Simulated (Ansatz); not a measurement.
A run of Ansatz 0.2.0 is set up as follows.

input.yaml

```yaml
crystal:
  lattice:
    - [3.223, 0.0, 0.0]
    - [-1.6115, 2.7911998764, 0.0]
    - [0.0, 0.0, 3.191]
  atoms:
    - { symbol: Mo, position: [0.0, 0.0, 0.0] }
    - { symbol: P, position: [0.3333333333, 0.6666666667, 0.5] }
hamiltonian:
  xc: pbe
  pseudopotentials: { kind: paw }
kpoints:
  mp_grid: { grid: [10, 10, 8] }
scf:
  occupations: { method: fermi_dirac, width: 0.05 }
output:
  forces: true
  stress: true
  eigenvalues: true
  write_density: true
  write_potential: true
  elf: true
  volumetric_format: npy
```

Potentials or basis: Ansatz PAW.

Launch:

```bash
$ ansatz run input.yaml --threads 2 --pin off --max-ram 5632MiB --backend cpu --events-out ev --progress --plain --runs-dir out
```

Predict the pressure.

2.6 GPa.

Estimate the band gap on the k mesh.

none (metal or under the smearing width).

Stress tensor (GPa, compression positive):
```
2.77 0.00 0.00
0.00 2.77 0.00
0.00 0.00 2.14
```
